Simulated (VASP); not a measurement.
# LiF (Pm-3m) in VASP: equation of state

How stiff is LiF in PBE, and what volume does it want? The cell is scaled to several volumes.

Program: VASP 6.6.1. These are calculated values, not measurements. Logs are shortened: lines on timing, memory, paths and dates and some standing lists are left out, and cuts for length are marked.

### Step 1. Starting point

Symmetry: Pm-3m, No. 221, cubic system. Conventional cell: a = 2.560 Å, b = 2.560 Å, c = 2.560 Å, α = 90.00°, β = 90.00°, γ = 90.00°. F (site symmetry m-3m) has 8 Li at 2.22 Å as nearest neighbours. Li (site symmetry m-3m) has 8 F at 2.22 Å as nearest neighbours.

Measurements of this composition are mostly on another form, of space group No. 225.

### Step 2. Equation of state, PBE, 7.88 Å³/atom (volume scaled by 0.94)

INCAR

```
SYSTEM = LiF
ALGO = Normal ; EDIFF = 1E-7
ENCUT = 520 ; GGA = PE
ISIF = 2 ; ISMEAR = -1
LASPH = .TRUE. ; LCHARG = .FALSE.
LREAL = .FALSE. ; LWAVE = .FALSE.
NBANDS = 12 ; NELM = 60
PREC = Accurate ; SIGMA = 0.05
```

KPOINTS

```
k-points
0
G
  10 10 10
  0 0 0
```

POSCAR

```
LiF
1.0
    2.5072829716      0.0000000000      0.0000000000
    0.0000000000      2.5072829716      0.0000000000
    0.0000000000      0.0000000000      2.5072829716
F Li
1 1
Direct
    0.5000000000      0.5000000000      0.5000000000
    0.0000000000      0.0000000000      0.0000000000
```

Potentials or basis: VASP PAW PBE potentials, release 64 (F, Li_sv).

Run with:

```bash
cat potpaw_PBE.64/F/POTCAR potpaw_PBE.64/Li_sv/POTCAR > POTCAR
mpirun -np 1 vasp_std > vasp.out
```

OUTCAR:

```text
SYSTEM = LiF
   EDIFF = 1E-7
   ENCUT = 520
   GGA = PE
   ISIF = 2
   ISMEAR = -1
   LASPH = .TRUE.
   LREAL = .FALSE.
   NELM = 60
   PREC = Accurate

 Found     56 irreducible k-points:

 Following reciprocal coordinates:
            Coordinates               Weight
  0.000000  0.000000  0.000000      1.000000
  0.100000  0.000000  0.000000      6.000000
  0.200000  0.000000  0.000000      6.000000
  0.300000  0.000000  0.000000      6.000000
  0.400000  0.000000  0.000000      6.000000
  0.500000  0.000000  0.000000      3.000000
   k-points           NKPTS =     56   k-points in BZ     NKDIM =     56   number of bands    NBANDS=     12
   number of dos      NEDOS =    301   number of ions     NIONS =      2
   total plane-waves  NPLWV =   8000
   dimension x,y,z NGX =    20 NGY =   20 NGZ =   20
   dimension x,y,z NGXF=    40 NGYF=   40 NGZF=   40
   ions per type =               1   1
   NGX,Y,Z   is equivalent  to a cutoff of  13.26, 13.26, 13.26 a.u.
   NGXF,Y,Z  is equivalent  to a cutoff of  26.52, 26.52, 26.52 a.u.
 SYSTEM =  LiF
   PREC   = accura    normal or accurate (medium, high low for compatibility)
   ISTART =      0    job   : 0-new  1-cont  2-samecut
   ICHARG =      2    charge: 1-file 2-atom 10-const
   ISPIN  =      1    spin polarized calculation?
   LNONCOLLINEAR =      F non collinear calculations
   LSORBIT =      F    spin-orbit coupling
   LASPH  =      T    aspherical Exc in radial PAW
   ENCUT  =  520.0 eV  38.22 Ry    6.18 a.u.   4.66  4.66  4.66*2*pi/ulx,y,z
   NELM   =     60;   NELMIN=  2; NELMDL= -5     # of ELM steps
   EDIFF  = 0.1E-06   stopping-criterion for ELM
   LREAL  =      F    real-space projection
   EDIFFG = 0.1E-05   stopping-criterion for IOM
   NSW    =      0    number of steps for IOM
   IBRION =     -1    ionic relax: 0-MD 1-quasi-New 2-CG
   NFREE  =      0    steps in history (QN), initial steepest desc. (CG)
   ISIF   =      2    stress and relaxation
   ISYM   =      2    0-nonsym 1-usesym 2-fastsym
   POTIM  = 0.5000    time-step for ionic-motion
   TEBEG  =    0.0;   TEEND  =   0.0 temperature during run
   PSTRESS=    0.0 pullay stress
   NELECT =      10.0000    total number of electrons
   NUPDOWN=      -1.0000    fix difference up-down
   EMIN   =  10.00;   EMAX   =-10.00  energy-range for DOS
   EFERMI =   0.00;   METHOD = LEGACY
   ISMEAR =    -1;   SIGMA  =   0.05  broadening in eV -4-tet -1-fermi 0-gaus
   EFERMI_NEDOS =   21; number of points for ismear=-14 and -15
   IALGO  =     38    algorithm
   IMIX   =      4    mixing-type and parameters
     AMIX     =   0.40;   BMIX     =  1.00
     AMIX_MAG =   1.60;   BMIX_MAG =  1.00
  volume/ion in A,a.u.               =       7.88        53.18
  Fermi-wavevector in a.u.,A,eV,Ry     =   1.406711  2.658298 26.923687  1.978835
  Thomas-Fermi vector in A             =   2.529044
   LORBIT       =      0    0 simple, 1 ext, 2 COOP (PROOUT), +10 PAW based schemes
   GGA     = PE    functional components
   LHFCALC =     F    Hartree Fock is set to
   AEXX    =    0.0000 exact exchange contribution
   IVDW    =     0    specifies the selected vdW correction
   LEPSILON=     F    determine dielectric tensor
   LRPA    =     F    only Hartree local field effects (RPA)
 non-spin polarized calculation
  energy-cutoff  :      520.00
  volume of cell :       15.76
 maximum number of plane-waves:       441
 NGX is ok and might be reduce to    20
   NGX =  9   NGY =  9   NGZ =  9

 number of electron      10.0000021 magnetization

 Free energy of the ion-electron system (eV)
  ---------------------------------------------------
  ext. energy  EPLUGINS =         0.00000000
  ---------------------------------------------------
  free energy    TOTEN  =        -9.03422859 eV

  energy without entropy =       -9.03422859  energy(sigma->0) =       -9.03422859

 E-fermi :   1.6011     XC(G=0): -10.2336

 val. band max:        0.5278173201   @ k =   0.5000   0.5000   0.0000
 cond. band min:       8.5693273466   @ k =   0.0000   0.0000   0.0000
 fundamental gap:      8.0415100266
 Fermi energy:         1.6010549243

 k-point     1 :       0.0000    0.0000    0.0000
  band No.  band energies     occupation
      1     -42.2689      2.00000
      2     -20.5335      2.00000
      3      -0.2055      2.00000
      4      -0.2055      2.00000
      5      -0.2055      2.00000
      6       8.5693      0.00000
      7      19.7412      0.00000
      8      19.7412      0.00000
      9      22.1566      0.00000
     10      22.1566      0.00000
     11      22.1566      0.00000
     12      40.0210      0.00000

 k-point     2 :       0.1000    0.0000    0.0000
  band No.  band energies     occupation
      1     -42.2633      2.00000
      2     -20.4878      2.00000
      3      -0.5844      2.00000
      4      -0.1661      2.00000
      5      -0.1661      2.00000
      6       8.8055      0.00000
      7      18.3884      0.00000
      8      19.9789      0.00000
      9      22.1006      0.00000
     10      22.1006      0.00000
     11      24.1278      0.00000
     12      38.5262      0.00000

 k-point     3 :       0.2000    0.0000    0.0000
  band No.  band energies     occupation
      1     -42.2485      2.00000
      2     -20.3646      2.00000
      3      -1.4793      2.00000
      4      -0.0612      2.00000
      5      -0.0612      2.00000
      6       9.3053      0.00000
      7      16.8500      0.00000
      8      20.6914      0.00000
      9      21.9389      0.00000
     10      21.9389      0.00000
     11      27.5065      0.00000
     12      35.0368      0.00000

 k-point     4 :       0.3000    0.0000    0.0000
  band No.  band energies     occupation
      1     -42.2303      2.00000
      2     -20.2061      2.00000
      3      -2.4529      2.00000
      4       0.0718      2.00000
      5       0.0718      2.00000
      6       9.7220      0.00000
      7      15.8500      0.00000
      8      21.7022      0.00000
      9      21.7022      0.00000
     10      21.8755      0.00000
     11      31.4710      0.00000
     12      31.4759      0.00000

 k-point     5 :       0.4000    0.0000    0.0000
  band No.  band energies     occupation
      1     -42.2154      2.00000
      2     -20.0717      2.00000
      3      -3.1686      2.00000
      4       0.1821      2.00000
      5       0.1821      2.00000
      6       9.9201      0.00000
      7      15.3613      0.00000
      8      21.4813      0.00000
      9      21.4813      0.00000
     10      23.5171      0.00000
     11      28.4070      0.00000
     12      34.5875      0.00000

 k-point     6 :       0.5000    0.0000    0.0000
  band No.  band energies     occupation
      1     -42.2098      2.00000
      2     -20.0189      2.00000
      3      -3.4291      2.00000
      4       0.2249      2.00000
      5       0.2249      2.00000
      6       9.9653      0.00000
      7      15.2269      0.00000
      8      21.3902      0.00000
      9      21.3902      0.00000
     10      25.1879      0.00000
     11      26.2603      0.00000
     12      34.3884      0.00000

 [... further k-points ...]

------------------------ aborting loop because EDIFF is reached ----------------------------------------

  FORCE on cell =-STRESS in cart. coord.  units (eV):
  Direction    XX          YY          ZZ          XY          YZ          ZX
  --------------------------------------------------------------------------------------
  -------------------------------------------------------------------------------------
  Total        0.4239514      0.4239514      0.4239514      0.0000000      0.0000000      0.0000000
  in kB       43.0939812     43.0939812     43.0939812      0.0000000      0.0000000      0.0000000
  external PRESSURE =      43.0939812 kB  Pullay stress =       0.0000000 kB

 VOLUME and BASIS-vectors are now :
 -----------------------------------------------------------------------------
  energy-cutoff  :      520.00
  volume of cell :       15.76
      direct lattice vectors                 reciprocal lattice vectors
     2.507282972  0.000000000  0.000000000     0.398838109  0.000000000  0.000000000
     0.000000000  2.507282972  0.000000000     0.000000000  0.398838109  0.000000000
     0.000000000  0.000000000  2.507282972     0.000000000  0.000000000  0.398838109

 POSITION                                       TOTAL-FORCE (eV/Angst)
 -----------------------------------------------------------------------------------
      1.25364      1.25364      1.25364         0.000000      0.000000      0.000000
      0.00000      0.00000      0.00000         0.000000      0.000000      0.000000
 -----------------------------------------------------------------------------------
    total drift:                                0.000000      0.000000      0.000000

  FREE ENERGIE OF THE ION-ELECTRON SYSTEM (eV)
  ---------------------------------------------------
  free  energy   TOTEN  =        -9.0342285870 eV

  energy  without entropy=       -9.0342285870  energy(sigma->0) =       -9.03422859
```

It took 4.4 s on 1 thread of Intel Xeon 6975P-C (Granite Rapids), shared host; peak memory 0.12 GiB.

Results:

* Free energy: -9.0342 eV
* Band gap on the k mesh: 8.04 eV, indirect (least direct gap 8.77 eV)

Caveat: the cutoff is under 1.25 times the usual one of these potentials, so pressure, stress and relaxed cells hold a basis-set (Pulay) error.

### Step 3. Equation of state, PBE, 8.05 Å³/atom (volume scaled by 0.96)

INCAR

```
SYSTEM = LiF
PREC = Accurate
ENCUT = 520
EDIFF = 1E-7
ISMEAR = -1
SIGMA = 0.05
LREAL = .False.
LASPH = .True.
NELM = 60
ALGO = Normal
ISIF = 2
LWAVE = .False.
LCHARG = .False.
GGA = PE
NBANDS = 12
```

KPOINTS

```
regular mesh
0
Gamma
  10 10 10
  0 0 0
```

POSCAR

```
LiF
1.0
    2.5249404757      0.0000000000      0.0000000000
    0.0000000000      2.5249404757      0.0000000000
    0.0000000000      0.0000000000      2.5249404757
F Li
1 1
Direct
    0.5000000000      0.5000000000      0.5000000000
    0.0000000000      0.0000000000      0.0000000000
```

Potentials or basis: VASP PAW PBE potentials, release 64 (F, Li_sv).

Run with:

```bash
cat potpaw_PBE.64/F/POTCAR potpaw_PBE.64/Li_sv/POTCAR > POTCAR
mpirun -np 1 vasp_std > vasp.out
```

Wall time 4.1 s (1 thread of Intel Xeon 6975P-C (Granite Rapids), shared host); peak memory 0.12 GiB.

The run converged. Its results:

```
Free energy            : -9.0424 eV
Band gap on the k mesh : 7.85 eV, indirect (least direct gap 8.56 eV)
```

Caveat: the cutoff is under 1.25 times the usual one of these potentials, so pressure, stress and relaxed cells hold a basis-set (Pulay) error.

### Step 4. Equation of state, PBE, 8.22 Å³/atom (volume scaled by 0.98)

INCAR

```
SYSTEM = LiF
PREC = Accurate ; ENCUT = 520
EDIFF = 1E-7 ; ISMEAR = -1
SIGMA = 0.05 ; LREAL = .FALSE.
LASPH = .TRUE. ; NELM = 60
ALGO = Normal ; ISIF = 2
LWAVE = .FALSE. ; LCHARG = .FALSE.
GGA = PE ; NBANDS = 12
```

KPOINTS

```
Automatic mesh
0
G
  10 10 10
  0 0 0
```

POSCAR

```
LiF
1.0
    2.5423544086      0.0000000000      0.0000000000
    0.0000000000      2.5423544086      0.0000000000
    0.0000000000      0.0000000000      2.5423544086
F Li
1 1
Direct
    0.5000000000      0.5000000000      0.5000000000
    0.0000000000      0.0000000000      0.0000000000
```

Run with:

```bash
cat potpaw_PBE.64/F/POTCAR potpaw_PBE.64/Li_sv/POTCAR > POTCAR
mpirun -np 1 vasp_std > vasp.out
```

Run time: 4 s. Hardware: 1 thread of Intel Xeon 6975P-C (Granite Rapids), shared host; peak memory 0.12 GiB.

Results (log left out):

* Free energy: -9.0472 eV
* Band gap on the k mesh: 7.68 eV, indirect (least direct gap 8.37 eV)

Caveat: the cutoff is under 1.25 times the usual one of these potentials, so pressure, stress and relaxed cells hold a basis-set (Pulay) error.

### Step 5. Equation of state, PBE, 8.55 Å³/atom (volume scaled by 1.02)

INCAR

```
SYSTEM = LiF
  PREC = Accurate
  ENCUT = 520
  EDIFF = 1E-7
  ISMEAR = -1
  SIGMA = 0.05
  LREAL = .FALSE.
  LASPH = .TRUE.
  NELM = 60
  ALGO = Normal
  ISIF = 2
  LWAVE = .FALSE.
  LCHARG = .FALSE.
  GGA = PE
  NBANDS = 12
```

KPOINTS

```
regular mesh
0
G
  10 10 10
  0 0 0
```

POSCAR

```
LiF
1.0
    2.5764840437      0.0000000000      0.0000000000
    0.0000000000      2.5764840437      0.0000000000
    0.0000000000      0.0000000000      2.5764840437
F Li
1 1
Direct
    0.5000000000      0.5000000000      0.5000000000
    0.0000000000      0.0000000000      0.0000000000
```

Run with:

```bash
cat potpaw_PBE.64/F/POTCAR potpaw_PBE.64/Li_sv/POTCAR > POTCAR
mpirun -np 1 vasp_std > vasp.out
```

It took 4.9 s on 1 thread of Intel Xeon 6975P-C (Granite Rapids), shared host; peak memory 0.12 GiB.

The run converged. Its results:

| Item | Value |
| --- | --- |
| Free energy | -9.0473 eV |
| Band gap on the k mesh | 7.35 eV, indirect (least direct gap 8.00 eV) |

Caveat: the cutoff is under 1.25 times the usual one of these potentials, so pressure, stress and relaxed cells hold a basis-set (Pulay) error.

### Step 6. Equation of state, PBE, 8.72 Å³/atom (volume scaled by 1.04)

INCAR

```
SYSTEM = LiF
ALGO = Normal
EDIFF = 1E-7
ENCUT = 520
GGA = PE
ISIF = 2
ISMEAR = -1
LASPH = .True.
LCHARG = .False.
LREAL = .False.
LWAVE = .False.
NBANDS = 12
NELM = 60
PREC = Accurate
SIGMA = 0.05
```

KPOINTS

```
k-points
0
Gamma
  10 10 10
  0 0 0
```

POSCAR

```
LiF
1.0
    2.5932149283      0.0000000000      0.0000000000
    0.0000000000      2.5932149283      0.0000000000
    0.0000000000      0.0000000000      2.5932149283
F Li
1 1
Direct
    0.5000000000      0.5000000000      0.5000000000
    0.0000000000      0.0000000000      0.0000000000
```

Potentials or basis: VASP PAW PBE potentials, release 64 (F, Li_sv).

Run with:

```bash
cat potpaw_PBE.64/F/POTCAR potpaw_PBE.64/Li_sv/POTCAR > POTCAR
mpirun -np 1 vasp_std > vasp.out
```

Run time: 4 s. Hardware: 1 thread of Intel Xeon 6975P-C (Granite Rapids), shared host; peak memory 0.12 GiB.

It converged, with:

- Free energy: -9.0434 eV
- Band gap on the k mesh: 7.20 eV, indirect (least direct gap 7.83 eV)

Caveat: the cutoff is under 1.25 times the usual one of these potentials, so pressure, stress and relaxed cells hold a basis-set (Pulay) error.

### Step 7. Equation of state, PBE, 8.89 Å³/atom (volume scaled by 1.06)

INCAR

```
SYSTEM = LiF
ALGO = Normal ; EDIFF = 1E-7
ENCUT = 520 ; GGA = PE
ISIF = 2 ; ISMEAR = -1
LASPH = .True. ; LCHARG = .False.
LREAL = .False. ; LWAVE = .False.
NBANDS = 12 ; NELM = 80
PREC = Accurate ; SIGMA = 0.05
```

KPOINTS is that of step 6.

POSCAR

```
LiF
1.0
    2.6097326662      0.0000000000      0.0000000000
    0.0000000000      2.6097326662      0.0000000000
    0.0000000000      0.0000000000      2.6097326662
F Li
1 1
Direct
    0.5000000000      0.5000000000      0.5000000000
    0.0000000000      0.0000000000      0.0000000000
```

Potentials or basis: VASP PAW PBE potentials, release 64 (F, Li_sv).

Run with:

```bash
cat potpaw_PBE.64/F/POTCAR potpaw_PBE.64/Li_sv/POTCAR > POTCAR
mpirun -np 1 vasp_std > vasp.out
```

OUTCAR:

```text
SYSTEM = LiF
   EDIFF = 1E-7
   ENCUT = 520
   GGA = PE
   ISIF = 2
   ISMEAR = -1
   LASPH = .True.
   LREAL = .False.
   NELM = 80
   PREC = Accurate

 Found     56 irreducible k-points:

 Following reciprocal coordinates:
            Coordinates               Weight
  0.000000  0.000000  0.000000      1.000000
  0.100000  0.000000  0.000000      6.000000
  0.200000  0.000000  0.000000      6.000000
  0.300000  0.000000  0.000000      6.000000
  0.400000  0.000000  0.000000      6.000000
  0.500000  0.000000  0.000000      3.000000
   k-points           NKPTS =     56   k-points in BZ     NKDIM =     56   number of bands    NBANDS=     12
   number of dos      NEDOS =    301   number of ions     NIONS =      2
   total plane-waves  NPLWV =   8000
   dimension x,y,z NGX =    20 NGY =   20 NGZ =   20
   dimension x,y,z NGXF=    40 NGYF=   40 NGZF=   40
   ions per type =               1   1
   NGX,Y,Z   is equivalent  to a cutoff of  12.74, 12.74, 12.74 a.u.
   NGXF,Y,Z  is equivalent  to a cutoff of  25.48, 25.48, 25.48 a.u.
 SYSTEM =  LiF
   PREC   = accura    normal or accurate (medium, high low for compatibility)
   ISTART =      0    job   : 0-new  1-cont  2-samecut
   ICHARG =      2    charge: 1-file 2-atom 10-const
   ISPIN  =      1    spin polarized calculation?
   LNONCOLLINEAR =      F non collinear calculations
   LSORBIT =      F    spin-orbit coupling
   LASPH  =      T    aspherical Exc in radial PAW
[... 73 lines left out ...]
     12      36.9143      0.00000
[... 61 lines left out ...]
 k-point     6 :       0.5000    0.0000    0.0000
  band No.  band energies     occupation
      1     -43.2189      2.00000
      2     -20.4622      2.00000
      3      -3.7202      2.00000
      4      -0.5653      2.00000
      5      -0.5653      2.00000
      6       8.5143      0.00000
      7      13.0630      0.00000
      8      19.4216      0.00000
      9      19.4216      0.00000
     10      23.2946      0.00000
     11      24.0677      0.00000
     12      31.3259      0.00000

 [... further k-points ...]

------------------------ aborting loop because EDIFF is reached ----------------------------------------

  FORCE on cell =-STRESS in cart. coord.  units (eV):
  Direction    XX          YY          ZZ          XY          YZ          ZX
  --------------------------------------------------------------------------------------
  -------------------------------------------------------------------------------------
  Total       -0.4349064     -0.4349064     -0.4349064      0.0000000     -0.0000000      0.0000000
  in kB      -39.2029073    -39.2029073    -39.2029073      0.0000000     -0.0000000      0.0000000
  external PRESSURE =     -39.2029073 kB  Pullay stress =       0.0000000 kB

 VOLUME and BASIS-vectors are now :
 -----------------------------------------------------------------------------
  energy-cutoff  :      520.00
  volume of cell :       17.77
      direct lattice vectors                 reciprocal lattice vectors
     2.609732666  0.000000000  0.000000000     0.383181010  0.000000000  0.000000000
     0.000000000  2.609732666  0.000000000     0.000000000  0.383181010  0.000000000
     0.000000000  0.000000000  2.609732666     0.000000000  0.000000000  0.383181010

 POSITION                                       TOTAL-FORCE (eV/Angst)
 -----------------------------------------------------------------------------------
      1.30487      1.30487      1.30487         0.000000      0.000000      0.000000
      0.00000      0.00000      0.00000         0.000000      0.000000      0.000000
 -----------------------------------------------------------------------------------
    total drift:                                0.000000      0.000000      0.000000

  FREE ENERGIE OF THE ION-ELECTRON SYSTEM (eV)
  ---------------------------------------------------
  free  energy   TOTEN  =        -9.0372505913 eV

  energy  without entropy=       -9.0372505913  energy(sigma->0) =       -9.03725059
```

stdout:

```text
POSCAR found type information on POSCAR F Li
 POSCAR found :  2 types and       2 ions
 scaLAPACK will be used
 LDA part: xc-table for (Slater+PW92), standard interpolation
 POSCAR, INCAR and KPOINTS ok, starting setup
 FFT: planning ... GRIDC
 FFT: planning ... GRID_SOFT
 FFT: planning ... GRID
 WAVECAR not read
 entering main loop
```

Run time: 4.3 s. Hardware: 1 thread of Intel Xeon 6975P-C (Granite Rapids), shared host; peak memory 0.12 GiB.

Results:

```
Free energy            : -9.0373 eV
Band gap on the k mesh : 7.06 eV, indirect (least direct gap 7.67 eV)
```

Caveat: the cutoff is under 1.25 times the usual one of these potentials, so pressure, stress and relaxed cells hold a basis-set (Pulay) error.

### Step 8. Equation of state, PBE

No new run: the results of the series are fitted here.

What came out:

```
Equilibrium volume                      : 8.39 Å³/atom
Bulk modulus                            : 68 GPa
Pressure derivative of the bulk modulus : 4.4 (rough: it moves with the points fitted)
```

Energy against volume, from the lowest point:
| volume (Å³/atom) | energy (meV/atom) |
| --- | --- |
| 7.881 | 7.22 |
| 8.049 | 3.12 |
| 8.216 | 0.76 |
| 8.384 | 0.00 |
| 8.552 | 0.67 |
| 8.719 | 2.63 |
| 8.887 | 5.71 |

Caveat: the cutoff is under 1.25 times the usual one of these potentials, so pressure, stress and relaxed cells hold a basis-set (Pulay) error.
